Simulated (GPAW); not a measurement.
# AlNi3 (Fm-3m) in GPAW: settings compared

Aim: see how the results for AlNi3 move with the level of theory and the settings. Levels: PBEsol, PBEsol+D3. Tasks: relaxation of cell and atoms.

All numbers are computed with GPAW 26.7.0; they aren't measurements. Logs are shortened: lines on timing, memory, paths and dates and some standing lists are left out, and cuts for length are marked. The log counts tension as positive stress, the text compression.

## 1. Starting point

It takes space group Fm-3m (No. 225, cubic). The conventional cell has a = 5.604 Å, b = 5.604 Å, c = 5.604 Å, α = 90.00°, β = 90.00°, γ = 90.00°. Around Ni (site symmetry -43m) lie 4 Al at 2.43 Å and 4 Ni at 2.43 Å. Ni (site symmetry m-3m) has 8 Ni at 2.43 Å as nearest neighbours. Al (site symmetry m-3m) has 8 Ni at 2.43 Å as nearest neighbours.

The cell comes from a database or a generator and needn't be the stable form of this composition.

## 2. Relaxation of cell and atoms, PBEsol, collinear spin, ferromagnetic start

The input, run.py:

```python
from ase import Atoms
from ase.filters import FrechetCellFilter
from ase.io import write
from ase.optimize import BFGS
from gpaw import GPAW, PW, setup_paths

setup_paths.insert(0, '.')

atoms = Atoms(['Ni', 'Ni', 'Ni', 'Al'],
              cell=[[0.0, 2.8018887551, 2.8018887551],
                    [2.8018887551, 0.0, 2.8018887551],
                    [2.8018887551, 2.8018887551, 0.0]],
              scaled_positions=[[0.75, 0.75, 0.75],
                                [0.0, 0.0, 0.0],
                                [0.25, 0.25, 0.25],
                                [0.5, 0.5, 0.5]],
              pbc=True)
atoms.set_initial_magnetic_moments([1.0, 1.0, 1.0, 0.0])

calc = GPAW(mode=PW(600),
            xc='PBEsol',
            kpts={'size': (6, 6, 6), 'gamma': True},
            occupations={'name': 'fermi-dirac', 'width': 0.05},
            nbands=45,
            convergence={'density': 1e-05, 'forces': 0.0001},
            maxiter=150,
            txt='gpaw.txt')
atoms.calc = calc
opt = BFGS(FrechetCellFilter(atoms), trajectory='relax.traj', logfile='-')
done = opt.run(fmax=0.02, steps=60)
calc.write('gs.gpw')
write('result.traj', atoms)
print('Converged:', done)
print('Cell:', atoms.cell.cellpar().round(4))
print('Volume:', round(atoms.get_volume(), 4))
print(atoms.get_scaled_positions().round(5))
```

Potentials or basis: PAW data sets generated in the run's folder for this functional, pw.

Started as:

```bash
gpaw-setup -f PBEsol Al Ni
OMP_NUM_THREADS=1 python run.py
```

gpaw.txt:

```text
__  _  _
 | _ |_)|_||  |
 |__||  | ||/\| - 26.7.0

Input parameters:
  mode=PW(ecut=600.0),
  convergence={'density': 1e-05, 'forces': 0.0001},
  kpts=MonkhorstPack(size=(6, 6, 6), gamma=True),
  maxiter=150,
  nbands=45,
  occupations=Occupations(name='fermi-dirac', width=0.05),
  xc=XC(name='PBEsol')

Diagonalizing LCAO Hamiltonian
Converting LCAO to pw mode

                    Ni

                Al

           Ni

       Ni

Atoms  # Å, Bohr magnetons
|   | symbol |        x |        y |        z |    initial magnetic moments |
|---|--------|----------|----------|----------|-----------------------------|
| 0 |     Ni | 4.202833 | 4.202833 | 4.202833 | ( 0.0000,  0.0000,  1.0000) |
| 1 |     Ni | 0.000000 | 0.000000 | 0.000000 | ( 0.0000,  0.0000,  1.0000) |
| 2 |     Ni | 1.400944 | 1.400944 | 1.400944 | ( 0.0000,  0.0000,  1.0000) |
| 3 |     Al | 2.801889 | 2.801889 | 2.801889 | ( 0.0000,  0.0000,  0.0000) |

Unit cell  # Å
| periodic |        x |        y |        z |  lengths |    angles |
|----------|----------|----------|----------|----------|-----------|
|      yes | 0.000000 | 2.801889 | 2.801889 | 3.962469 | 60.000000 |
|      yes | 2.801889 | 0.000000 | 2.801889 | 3.962469 | 60.000000 |
|      yes | 2.801889 | 2.801889 | 0.000000 | 3.962469 | 60.000000 |

Number of symmetries: 48
Symmetry operations  # r_c * U_cc + t_c -> r_c
|    | kind |            matrix            |
|----|------|------------------------------|
|  0 |  σ   |  1, 0, 0,  1, 0,-1,  1,-1, 0 |
|  1 |  C2  |  1, 0, 0,  1,-1, 0,  1, 0,-1 |
|  2 |  E   |  1, 0, 0,  0, 1, 0,  0, 0, 1 |
|  3 |  σ   |  1, 0, 0,  0, 0, 1,  0, 1, 0 |
|  4 |  C4  |  1, 0,-1,  1, 0, 0,  1,-1, 0 |
|  5 |  S6  |  1, 0,-1,  1,-1, 0,  1, 0, 0 |
|  6 |  σ   |  1, 0,-1,  0, 1,-1,  0, 0,-1 |
|  7 |  C3  |  1, 0,-1,  0, 0,-1,  0, 1,-1 |
|  8 |  S6  |  1,-1, 0,  1, 0, 0,  1, 0,-1 |
|  9 |  C4  |  1,-1, 0,  1, 0,-1,  1, 0, 0 |
| 10 |  C3  |  1,-1, 0,  0,-1, 1,  0,-1, 0 |
| 11 |  σ   |  1,-1, 0,  0,-1, 0,  0,-1, 1 |
| 12 |  σ   |  0, 1, 0,  1, 0, 0,  0, 0, 1 |
| 13 |  C4  |  0, 1, 0,  0, 1,-1, -1, 1, 0 |
| 14 |  C3  |  0, 1, 0,  0, 0, 1,  1, 0, 0 |
| 15 |  S6  |  0, 1, 0, -1, 1, 0,  0, 1,-1 |
| 16 |  C2  |  0, 1,-1,  1, 0,-1,  0, 0,-1 |
| 17 |  σ   |  0, 1,-1,  0, 1, 0, -1, 1, 0 |
| 18 |  S4  |  0, 1,-1,  0, 0,-1,  1, 0,-1 |
| 19 |  C4  |  0, 1,-1, -1, 1, 0,  0, 1, 0 |
| 20 |  C3  |  0, 0, 1,  1, 0, 0,  0, 1, 0 |
| 21 |  σ   |  0, 0, 1,  0, 1, 0,  1, 0, 0 |
[... 233 lines left out ...]
No gap
No difference between direct/indirect transitions

Stress tensor  # eV/Ang^3
|         x |         y |         z |
|-----------|-----------|-----------|
| -0.008797 |  0.000000 |  0.000000 |
|  0.000000 | -0.008797 |  0.000000 |
|  0.000000 |  0.000000 | -0.008797 |

Forces  # eV/Ang
|        x |        y |       z |
|----------|----------|---------|
|  0.00000 | -0.00000 | 0.00000 |  # Ni   0
|  0.00000 | -0.00000 | 0.00000 |  # Ni   1
| -0.00000 |  0.00000 | 0.00000 |  # Ni   2
|  0.00000 |  0.00000 | 0.00000 |  # Al   3

Interpolating wave functions to new cell

                    Ni

                Al

           Ni

       Ni

Atoms  # Å, Bohr magnetons
|   | symbol |        x |         y |        z |    initial magnetic moments |
|---|--------|----------|-----------|----------|-----------------------------|
| 0 |     Ni | 4.204286 |  4.204286 | 4.204286 | ( 0.0000,  0.0000, -0.0000) |
| 1 |     Ni | 0.000000 | -0.000000 | 0.000000 | ( 0.0000,  0.0000, -0.0000) |
| 2 |     Ni | 1.401429 |  1.401429 | 1.401429 | ( 0.0000,  0.0000, -0.0000) |
| 3 |     Al | 2.802857 |  2.802857 | 2.802857 | ( 0.0000,  0.0000, -0.0000) |

Unit cell  # Å
| periodic |        x |         y |         z |  lengths |    angles |
|----------|----------|-----------|-----------|----------|-----------|
|      yes | 0.000000 |  2.802857 |  2.802857 | 3.963839 | 60.000000 |
|      yes | 2.802857 | -0.000000 |  2.802857 | 3.963839 | 60.000000 |
|      yes | 2.802857 |  2.802857 | -0.000000 | 3.963839 | 60.000000 |

Number of symmetries: 48
Symmetry operations  # r_c * U_cc + t_c -> r_c
|    | kind |            matrix            |
|----|------|------------------------------|
|  0 |  σ   |  1, 0, 0,  1, 0,-1,  1,-1, 0 |
|  1 |  C2  |  1, 0, 0,  1,-1, 0,  1, 0,-1 |
|  2 |  E   |  1, 0, 0,  0, 1, 0,  0, 0, 1 |
|  3 |  σ   |  1, 0, 0,  0, 0, 1,  0, 1, 0 |
|  4 |  C4  |  1, 0,-1,  1, 0, 0,  1,-1, 0 |
|  5 |  S6  |  1, 0,-1,  1,-1, 0,  1, 0, 0 |
|  6 |  σ   |  1, 0,-1,  0, 1,-1,  0, 0,-1 |
|  7 |  C3  |  1, 0,-1,  0, 0,-1,  0, 1,-1 |
|  8 |  S6  |  1,-1, 0,  1, 0, 0,  1, 0,-1 |
|  9 |  C4  |  1,-1, 0,  1, 0,-1,  1, 0, 0 |
| 10 |  C3  |  1,-1, 0,  0,-1, 1,  0,-1, 0 |
| 11 |  σ   |  1,-1, 0,  0,-1, 0,  0,-1, 1 |
| 12 |  σ   |  0, 1, 0,  1, 0, 0,  0, 0, 1 |
| 13 |  C4  |  0, 1, 0,  0, 1,-1, -1, 1, 0 |
| 14 |  C3  |  0, 1, 0,  0, 0, 1,  1, 0, 0 |
| 15 |  S6  |  0, 1, 0, -1, 1, 0,  0, 1,-1 |
| 16 |  C2  |  0, 1,-1,  1, 0,-1,  0, 0,-1 |
| 17 |  σ   |  0, 1,-1,  0, 1, 0, -1, 1, 0 |
| 18 |  S4  |  0, 1,-1,  0, 0,-1,  1, 0,-1 |
| 19 |  C4  |  0, 1,-1, -1, 1, 0,  0, 1, 0 |
| 20 |  C3  |  0, 0, 1,  1, 0, 0,  0, 1, 0 |
| 21 |  σ   |  0, 0, 1,  0, 1, 0,  1, 0, 0 |
[... 225 lines left out ...]
No gap
No difference between direct/indirect transitions

Stress tensor  # eV/Ang^3
|         x |         y |         z |
|-----------|-----------|-----------|
| -0.007449 |  0.000000 |  0.000000 |
|  0.000000 | -0.007449 |  0.000000 |
|  0.000000 |  0.000000 | -0.007449 |

Forces  # eV/Ang
|        x |        y |        z |
|----------|----------|----------|
|  0.00000 |  0.00000 | -0.00000 |  # Ni   0
|  0.00000 | -0.00000 | -0.00000 |  # Ni   1
| -0.00000 |  0.00000 |  0.00000 |  # Ni   2
| -0.00000 | -0.00000 | -0.00000 |  # Al   3

Interpolating wave functions to new cell

                    Ni

                Al

           Ni

       Ni

Atoms  # Å, Bohr magnetons
|   | symbol |         x |         y |        z |    initial magnetic moments |
|---|--------|-----------|-----------|----------|-----------------------------|
| 0 |     Ni |  4.212372 |  4.212372 | 4.212372 | ( 0.0000,  0.0000, -0.0000) |
| 1 |     Ni | -0.000000 | -0.000000 | 0.000000 | ( 0.0000,  0.0000, -0.0000) |
| 2 |     Ni |  1.404124 |  1.404124 | 1.404124 | ( 0.0000,  0.0000, -0.0000) |
| 3 |     Al |  2.808248 |  2.808248 | 2.808248 | ( 0.0000,  0.0000, -0.0000) |

Unit cell  # Å
| periodic |         x |         y |        z |  lengths |    angles |
|----------|-----------|-----------|----------|----------|-----------|
|      yes | -0.000000 |  2.808248 | 2.808248 | 3.971463 | 60.000000 |
|      yes |  2.808248 | -0.000000 | 2.808248 | 3.971463 | 60.000000 |
|      yes |  2.808248 |  2.808248 | 0.000000 | 3.971463 | 60.000000 |

Number of symmetries: 48
Symmetry operations  # r_c * U_cc + t_c -> r_c
|    | kind |            matrix            |
|----|------|------------------------------|
|  0 |  σ   |  1, 0, 0,  1, 0,-1,  1,-1, 0 |
|  1 |  C2  |  1, 0, 0,  1,-1, 0,  1, 0,-1 |
|  2 |  E   |  1, 0, 0,  0, 1, 0,  0, 0, 1 |
|  3 |  σ   |  1, 0, 0,  0, 0, 1,  0, 1, 0 |
|  4 |  C4  |  1, 0,-1,  1, 0, 0,  1,-1, 0 |
|  5 |  S6  |  1, 0,-1,  1,-1, 0,  1, 0, 0 |
|  6 |  σ   |  1, 0,-1,  0, 1,-1,  0, 0,-1 |
|  7 |  C3  |  1, 0,-1,  0, 0,-1,  0, 1,-1 |
|  8 |  S6  |  1,-1, 0,  1, 0, 0,  1, 0,-1 |
|  9 |  C4  |  1,-1, 0,  1, 0,-1,  1, 0, 0 |
| 10 |  C3  |  1,-1, 0,  0,-1, 1,  0,-1, 0 |
| 11 |  σ   |  1,-1, 0,  0,-1, 0,  0,-1, 1 |
| 12 |  σ   |  0, 1, 0,  1, 0, 0,  0, 0, 1 |
| 13 |  C4  |  0, 1, 0,  0, 1,-1, -1, 1, 0 |
| 14 |  C3  |  0, 1, 0,  0, 0, 1,  1, 0, 0 |
| 15 |  S6  |  0, 1, 0, -1, 1, 0,  0, 1,-1 |
| 16 |  C2  |  0, 1,-1,  1, 0,-1,  0, 0,-1 |
| 17 |  σ   |  0, 1,-1,  0, 1, 0, -1, 1, 0 |
| 18 |  S4  |  0, 1,-1,  0, 0,-1,  1, 0,-1 |
| 19 |  C4  |  0, 1,-1, -1, 1, 0,  0, 1, 0 |
| 20 |  C3  |  0, 0, 1,  1, 0, 0,  0, 1, 0 |
| 21 |  σ   |  0, 0, 1,  0, 1, 0,  1, 0, 0 |
[... 227 lines left out ...]
No gap
No difference between direct/indirect transitions

Stress tensor  # eV/Ang^3
|         x |         y |         z |
|-----------|-----------|-----------|
| -0.000022 | -0.000000 | -0.000000 |
| -0.000000 | -0.000022 | -0.000000 |
| -0.000000 | -0.000000 | -0.000022 |

Forces  # eV/Ang
|       x |        y |        z |
|---------|----------|----------|
| 0.00000 | -0.00000 | -0.00000 |  # Ni   0
| 0.00000 | -0.00000 | -0.00000 |  # Ni   1
| 0.00000 |  0.00000 | -0.00000 |  # Ni   2
| 0.00000 | -0.00000 | -0.00000 |  # Al   3

# Writing to gs.gpw (mode='')
```

It took 3.3 min on 1 thread of Arm Neoverse V1, shared host; peak memory 0.25 GiB.

Results:

```
Free energy                            : -29.4809 eV
Relaxed volume                         : 11.07 Å³/atom
Relaxed cell                           : a = 3.971 Å, b = 3.971 Å, c = 3.971 Å, α = 60.00°, β = 60.00°, γ = 60.00°
Space group after relaxing (to 0.05 Å) : Fm-3m (No. 225)
Energy gained by relaxing              : 0.3 meV/atom
Ionic steps                            : 3
Pressure after relaxing                : 0.0 GPa
Band gap on the k mesh                 : none (metal or under the smearing width)
Net moment                             : 0.00 μB per cell
```

Step by step:
| step | energy change (eV) | largest force (eV/Å) | pressure (GPa) | volume (Å³) |
| --- | --- | --- | --- | --- |
| 1 | 0.0000 | 0.0000 | 1.41 | 43.99 |
| 2 | -0.0004 | 0.0000 | 1.19 | 44.04 |
| 3 | -0.0013 | 0.0000 | 0.00 | 44.29 |

Final structure:
```cif
data_structure
_symmetry_space_group_name_H-M 'P 1'
_symmetry_Int_Tables_number 1
_cell_length_a 3.9715
_cell_length_b 3.9715
_cell_length_c 3.9715
_cell_angle_alpha 60.000
_cell_angle_beta 60.000
_cell_angle_gamma 60.000
_cell_volume 44.29
loop_
_atom_site_label
_atom_site_type_symbol
_atom_site_fract_x
_atom_site_fract_y
_atom_site_fract_z
_atom_site_occupancy
Ni1 Ni 0.75000 0.75000 0.75000 1
Ni2 Ni 0.00000 0.00000 0.00000 1
Ni3 Ni 0.25000 0.25000 0.25000 1
Al1 Al 0.50000 0.50000 0.50000 1
```

Levels at points of the mesh, in eV from the Fermi level:
Spin up:
| k point | band 21 | band 22 | band 23 | band 24 | band 25 | band 26 | band 27 | band 28 | band 29 | band 30 |
| --- | --- | --- | --- | --- | --- | --- | --- | --- | --- | --- |
| (0.00, 0.00, 0.00) | -0.86 | -0.51 | -0.51 | -0.48 | -0.48 | 5.45 | 5.45 | 5.45 | 5.97 | 5.97 |
| (0.50, 0.50, 0.00) | -1.25 | -1.00 | -0.71 | -0.54 | -0.33 | -0.30 | -0.30 | 0.00 | 4.29 | 4.76 |
| (0.50, 0.50, 0.50) | -1.71 | -0.60 | -0.60 | -0.43 | -0.43 | -0.09 | 4.32 | 4.32 | 4.86 | 4.86 |
Spin down:
```
           k point  band 21  band 22  band 23  band 24  band 25  band 26  band 27  band 28  band 29  band 30
(0.00, 0.00, 0.00)    -0.86    -0.51    -0.51    -0.48    -0.48     5.45     5.45     5.45     5.97     5.97
(0.50, 0.50, 0.00)    -1.25    -1.00    -0.71    -0.54    -0.33    -0.30    -0.30     0.00     4.29     4.76
(0.50, 0.50, 0.50)    -1.71    -0.60    -0.60    -0.43    -0.43    -0.09     4.32     4.32     4.86     4.86
```

Caveat: each step starts from the last one's moments, so a moment once lost doesn't come back; the stock nickel data set gives pressures a few GPa off other programs; later steps reuse the first step's grids.

## 3. Relaxation of cell and atoms, PBEsol+D3, collinear spin, ferromagnetic start

run.py, as its differences from that of step 2:

```diff
@@ -1,2 +1,3 @@
 from ase import Atoms
+from ase.calculators.mixing import SumCalculator
 from ase.filters import FrechetCellFilter
@@ -4,2 +5,3 @@
 from ase.optimize import BFGS
+from dftd3.ase import DFTD3
 from gpaw import GPAW, PW, setup_paths
@@ -27,3 +29,3 @@
             txt='gpaw.txt')
-atoms.calc = calc
+atoms.calc = SumCalculator([calc, DFTD3(method='pbesol', damping='d3zero')])
 opt = BFGS(FrechetCellFilter(atoms), trajectory='relax.traj', logfile='-')
```

Potentials or basis: PAW data sets generated in the run's folder for this functional, pw.

Started as:

```bash
gpaw-setup -f PBEsol Al Ni
OMP_NUM_THREADS=1 python run.py
```

It took 3.4 min on 1 thread of Arm Neoverse V1, shared host; peak memory 0.25 GiB.

The run converged. Its results:

```yaml
Free_energy: -30.6943 eV
Relaxed_volume: 10.76 Å³/atom
Relaxed_cell: a = 3.933 Å, b = 3.933 Å, c = 3.933 Å, α = 60.00°, β = 60.00°, γ = 60.00°
Space_group_after_relaxing_to_0.05_Å: Fm-3m (No. 225)
Energy_gained_by_relaxing: 3.3 meV/atom
Ionic_steps: 3
Pressure_after_relaxing: 0.1 GPa
Band_gap_on_the_k_mesh: none (metal or under the smearing width)
Net_moment: 0.00 μB per cell
Dispersion_energy_per_atom: -0.310 eV
```

Step by step:
| step | energy change (eV) | largest force (eV/Å) | pressure (GPa) | volume (Å³) |
| --- | --- | --- | --- | --- |
| 1 | 0.0000 | 0.0000 | -4.42 | 43.99 |
| 2 | -0.0037 | 0.0000 | -3.78 | 43.85 |
| 3 | -0.0133 | 0.0000 | 0.13 | 43.02 |

Final structure:
```
CELL_PARAMETERS angstrom
0.00000 2.78118 2.78118
2.78118 0.00000 2.78118
2.78118 2.78118 0.00000
ATOMIC_POSITIONS crystal
Ni 0.75000 0.75000 0.75000
Ni 0.00000 0.00000 0.00000
Ni 0.25000 0.25000 0.25000
Al 0.50000 0.50000 0.50000
```

Levels at points of the mesh, in eV from the Fermi level:
Spin up:
```csv
k point,band 23,band 24,band 25,band 26,band 27,band 28
"(0.00, 0.00, 0.00)",-0.53,-0.50,-0.50,5.54,5.54,5.54
"(0.50, 0.50, 0.00)",-0.74,-0.57,-0.34,-0.31,-0.31,0.01
"(0.50, 0.50, 0.50)",-0.63,-0.45,-0.45,-0.09,4.39,4.39
```
Spin down:
```
           k point  band 21  band 22  band 23  band 24  band 25  band 26  band 27  band 28  band 29  band 30
(0.00, 0.00, 0.00)    -0.90    -0.53    -0.53    -0.50    -0.50     5.54     5.54     5.54     6.12     6.12
(0.50, 0.50, 0.00)    -1.31    -1.04    -0.74    -0.57    -0.34    -0.31    -0.31     0.01     4.43     4.95
(0.50, 0.50, 0.50)    -1.78    -0.63    -0.63    -0.45    -0.45    -0.09     4.39     4.39     5.00     5.00
```

Caveat: each step starts from the last one's moments, so a moment once lost doesn't come back; the stock nickel data set gives pressures a few GPa off other programs; later steps reuse the first step's grids; pairwise dispersion overbinds metals, which lowers pressure and volume.
